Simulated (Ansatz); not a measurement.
# C under changes of volume

One of the cells (5.672 Å³/atom); the others are scaled copies at fixed shape and fractional positions:

```
C
1.0
     2.52210    0.00000    0.00000
    -1.26105    2.18420    0.00000
     0.00000    0.00000    8.23710
C
8
Direct
  0.66667 0.33333 0.84375
  0.33333 0.66667 0.34375
  0.66667 0.33333 0.65625
  0.33333 0.66667 0.15625
  0.00000 0.00000 0.90625
  0.00000 0.00000 0.40625
  0.00000 0.00000 0.59375
  0.00000 0.00000 0.09375
```

This is a hexagonal form of diamond, not graphite.

* Program: Ansatz 0.2.0
* Functional: PBE
* Potentials or basis: all-electron LAPW, scalar-relativistic
* Cutoff: 449 eV (chosen from the basis error)
* Basis error allowed: 0.001 eV/atom
* k mesh: 12 × 12 × 4
* Occupations: fermi-dirac, width 0.05 eV
* Spin: no spin polarisation

```csv
volume (Å³/atom),energy over the lowest point (meV/atom),pressure (GPa),gap on the mesh (eV),largest force (eV/Å)
5.332,?,?,?,?
5.445,16.52,21.7,4.52,0.355
5.559,4.81,11.5,4.47,0.341
5.672,0.00,2.2,4.42,0.328
5.785,1.46,-6.2,4.37,0.316
5.899,8.62,-13.9,4.33,0.304
6.012,20.99,-20.9,4.28,0.293
```

What does the run at 5.332 Å³/atom give?

Energy over the lowest point 35.79 meV/atom; pressure 32.9 GPa; gap on the mesh 4.57 eV; largest force 0.370 eV/Å.

Worked out: A Birch-Murnaghan fit of order 3 (a polynomial in V^(-2/3)) to the other rows has its minimum at 5.70 Å³/atom with B0 = V·E''(V) = 434 GPa and B' = 3.5 at fixed shape and positions, which overstates the stiffness. It gives 35.60 meV/atom at 5.332 Å³/atom, against the run's 35.79, and -dE/dV = 32.6 GPa, against 32.9. A straight line through the other rows of the gap, of slope -2.41 eV per unit of ln V, extrapolates to 4.57 eV, against the run's 4.57.

Energies are extrapolated to zero smearing.

A mesh can miss the band edges.
